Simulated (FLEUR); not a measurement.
Runs of FLEUR MaX-R8.1 (later development tree) on CdSe (Cadmoselite). The structure is hexagonal, space group P6_3mc (No. 186). Conventional cell: a = 4.300 Å, b = 4.300 Å, c = 7.020 Å, α = 90.00°, β = 90.00°, γ = 120.00°. Cd (site symmetry 3m) has 4 Se at 2.61 to 2.70 Å as nearest neighbours. Around Se (site symmetry 3m) lie 4 Cd at 2.61 to 2.70 Å. 

| task | level | spin | k mesh | gmax | muffin-tin radii | max iterations | mixing factor | mixer | kmax | gap on the mesh (eV) | V0 of scaled cells (Å³/atom) | B0 (GPa) |
| --- | --- | --- | --- | --- | --- | --- | --- | --- | --- | --- | --- | --- |
| equation of state | LDA (von Barth-Hedin) | off | 7 × 7 × 4 | 12.6 1/bohr | Cd 2.4, Se 2.04 bohr | - | - | - | 4.07 1/bohr | - | 26.95 | (a) |
| band structure | Wu-Cohen GGA | off | 7 × 7 × 4 | 12.3 1/bohr | Cd 2.47, Se 2.1 bohr | 60 | 0.05 | Anderson | 3.95 1/bohr | 0.55 | - | - |
| band structure | LDA (von Barth-Hedin) | off | 7 × 7 × 4 | 12.3 1/bohr | Cd 2.47, Se 2.1 bohr | 60 | 0.05 | Anderson | 3.95 1/bohr | 0.44 | - | - |
| band structure | Wu-Cohen GGA | SOC, no magnetisation | 5 × 5 × 3 | 12.3 1/bohr | Cd 2.47, Se 2.1 bohr | 60 | 0.05 | Anderson | 3.95 1/bohr | 0.43 | - | - |
| equation of state | Wu-Cohen GGA | off | 7 × 7 × 4 | 12.6 1/bohr | Cd 2.4, Se 2.04 bohr | - | - | - | 4.07 1/bohr | - | (b) | 52 |

Alike in all rows: potentials or basis all-electron, FLAPW; cell as given; smearing fermi-dirac 0.05 eV.

**Question.** Fill in the values left out.

**Answer.** (a) 60; (b) 28.21.

Caveats: the plane-wave cutoff is short for the semicore states, which can make moduli rough (some runs); the cell was scaled at fixed shape and fractional positions, which overstates the stiffness of a crystal with free parameters, most of all of layers and chains (some runs); spin-orbit coupling is added in second variation on a limited number of bands (some runs).

A k mesh can miss the band edges, and rows without SOC leave out spin-orbit coupling on Cd, Se.

The runs were made with more than one version of the program.
